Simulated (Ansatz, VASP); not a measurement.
One calculation of Ta, two programs

The input INCAR:

```
SYSTEM = Ta
PREC     = Accurate       ! precision mode
ENCUT    = 520            ! plane-wave cutoff, eV
EDIFF    = 1E-6           ! SCF threshold, eV
ISMEAR   = -1             ! smearing method
SIGMA    = 0.08           ! smearing width, eV
LREAL    = .False.        ! projectors in reciprocal space
LASPH    = .True.         ! aspherical terms in the spheres
NELM     = 80             ! most SCF steps
ALGO     = Normal         ! electronic algorithm
ISIF     = 2              ! what is computed and relaxed
LWAVE    = .False.        ! write WAVECAR
LCHARG   = .False.        ! write CHGCAR
GGA      = PS             ! functional
NBANDS   = 24             ! bands
```

KPOINTS

```
Automatic mesh
0
Gamma
  8 8 12
  0 0 0
```

Contents of POSCAR:

```
Ta
1.0
    0.0000000000      3.2812985076     -3.2812985076
   -3.2812985076      0.0000000000      3.2812985076
    1.6406492538      1.6406492538      1.6406492538
Ta
3
Direct
    0.0000000000      0.0000000000      0.0000000000
    0.3333333330      0.6666666670      0.3333333330
    0.6666666670      0.3333333330      0.6666666670
```

Input for Ansatz:

```yaml
crystal:
  lattice:
    - [0.0, 3.2812985076, -3.2812985076]
    - [-3.2812985076, 0.0, 3.2812985076]
    - [1.6406492538, 1.6406492538, 1.6406492538]
  atoms:
    - { symbol: Ta, position: [0.0, 0.0, 0.0] }
    - { symbol: Ta, position: [0.333333333, 0.666666667, 0.333333333] }
    - { symbol: Ta, position: [0.666666667, 0.333333333, 0.666666667] }
kpoints:
  mp_grid: { grid: [8, 8, 12] }
scf:
  occupations: { method: fermi_dirac, width: 0.08 }
hamiltonian:
  xc: pbesol
  pseudopotentials: { kind: all_electron, lapw: { basis_error: 0.001 } }
output:
  forces: true
  stress: true
  eigenvalues: true
```

Alike in both runs: task single point; functional PBEsol; k mesh 8 × 8 × 12; occupations fermi-dirac, width 0.08 eV; no spin polarisation.

```csv
,VASP,Ansatz
version,VASP 6.6.1,Ansatz 0.2.0
potentials or method,"VASP PAW PBE potentials, release 64 (Ta_pv)","all-electron LAPW, scalar-relativistic"
plane-wave cutoff (eV),520,see its input
```

Ansatz gave:

* pressure (GPa): -0.1
* largest component of the traceless stress (GPa): 0.05

Problem. Estimate VASP's values.

Solution. Pressure (GPa): 0.2; largest component of the traceless stress (GPa): 0.05.

Ansatz ran all-electron here, so the differences hold the error of VASP's frozen core and of both bases.

Caveats: the PAW data sets were made with another functional, which shifts forces and pressure a little (VASP). Spin-orbit coupling is left out, which matters for the levels of Ta.
